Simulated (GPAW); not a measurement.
Runs of GPAW 26.7.0 on Ag. It takes space group Fm-3m (No. 225, cubic). The conventional cell has a = 4.085 Å, b = 4.085 Å, c = 4.085 Å, α = 90.00°, β = 90.00°, γ = 90.00°. Around Ag (site symmetry m-3m) lie 12 Ag at 2.89 Å. 

```tsv
task	level	potentials or basis	spin	cell	k mesh	cutoff (eV)	maxiter	older calculator (legacy_gpaw)	k mesh for the Wannier functions	dis froz max	extra bands	other keys	gap on the mesh (eV)	pressure (GPa)
wannier90	optB88-vdW	GPAW PAW data sets (gpaw-data 1.2.1), other valence, pw	off	as given	11 × 11 × 11	600	150	yes	5 × 5 × 5	3	4	-	none	-
Fermi surface	PBEsol	PAW data sets generated in the run's folder for this functional, pw	off	as given	9 × 9 × 9	600	100	-	-	-	-	several, not listed	none	-2.7
band structure	RPBE	the program's PAW data sets (release 1.2.1) made for this functional, pw	SOC, no magnetisation	as given	11 × 11 × 11	600	150	-	-	-	-	-	-	8.4
band structure	SOGGA	PAW data sets generated in the run's folder for this functional, pw	SOC, no magnetisation	as given	11 × 11 × 11	600	150	-	-	-	-	-	-	(a)
phonons	PBEsol+D3(BJ)+ATM	PAW data sets generated in the run's folder for this functional, pw	off	relaxed	10 × 10 × 10	510	150	-	-	-	-	-	none	0.0
wannier90	revPBE	the program's PAW data sets (release 1.2.1) made for this functional, pw	off	as given	11 × 11 × 11	600	150	-	5 × 5 × 5	0.5	6	-	none	7.3
```

Alike in all rows: smearing fermi-dirac 0.05 eV.

Task: Estimate the missing entries.

Result: (a) -3.1.

Caveats: spin-orbit coupling was added after a scalar SCF, so levels and gaps hold it while energy, forces, pressure and moments don't (some runs); this program's spin-orbit splittings come out too wide for heavy elements (some runs); in doubt: disentanglement not converged (some runs); the PAW data sets were made with another functional, which shifts forces and pressure a little (some runs); the cutoff is short for stress and forces, so pressures can be off by a GPa or more (some runs); phonon bands are interpolated from a small supercell (some runs); pairwise dispersion overbinds metals, which lowers pressure and volume (some runs).

A k mesh can miss the band edges, and rows without SOC leave out spin-orbit coupling on Ag.

A gap of «none» marks a metal or a gap under the smearing width.

The runs don't all hold the same shells in valence.
